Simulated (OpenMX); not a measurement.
Crystal: HfB2.

```
CELL_PARAMETERS angstrom
3.14000 0.00000 0.00000
-1.57000 2.71932 0.00000
0.00000 0.00000 3.48000
ATOMIC_POSITIONS crystal
Hf 0.00000 0.00000 0.00000
B 0.66667 0.33333 0.50000
B 0.33333 0.66667 0.50000
```

Base run:

| Property | Result |
| --- | --- |
| Program | OpenMX 3.8.5 |
| Functional | PBE |
| Potentials or basis | OpenMX 2013 PBE set, Hf7.0-s3p2d2f1, B7.0-s2p2d1, grid cutoff 350 Ry |
| k mesh | 11 × 11 × 9 |
| Occupations | fermi-dirac, width 0.05 eV |
| Spin | no spin polarisation |

Its results: pressure 0.4 GPa; largest force 0.008 eV/Å.

Task: After a change of settings the same cell gave: pressure 2.5 GPa; largest force 0.008 eV/Å. Which change was it?
A. functional from PBE to LDA; potentials or basis from OpenMX 2013 PBE set, Hf7.0-s3p2d2f1, B7.0-s2p2d1, grid cutoff 350 Ry to OpenMX 2013 LDA set, Hf7.0-s3p2d2f1, B7.0-s2p2d1, grid cutoff 400 Ry
B. potentials or basis from OpenMX 2013 PBE set, Hf7.0-s3p2d2f1, B7.0-s2p2d1, grid cutoff 350 Ry to OpenMX 2013 PBE set, Hf7.0-s3p2d2f1, B7.0-s2p2d1, grid cutoff 400 Ry
C. potentials or basis from OpenMX 2013 PBE set, Hf7.0-s3p2d2f1, B7.0-s2p2d1, grid cutoff 350 Ry to OpenMX 2013 PBE set, Hf7.0-s3p2d2, B7.0-s2p2, grid cutoff 400 Ry

Result: C.

Caveats: the basis of atomic orbitals isn't converged, which shifts pressures, moduli and gaps.

Not every run made on this cell is shown here.
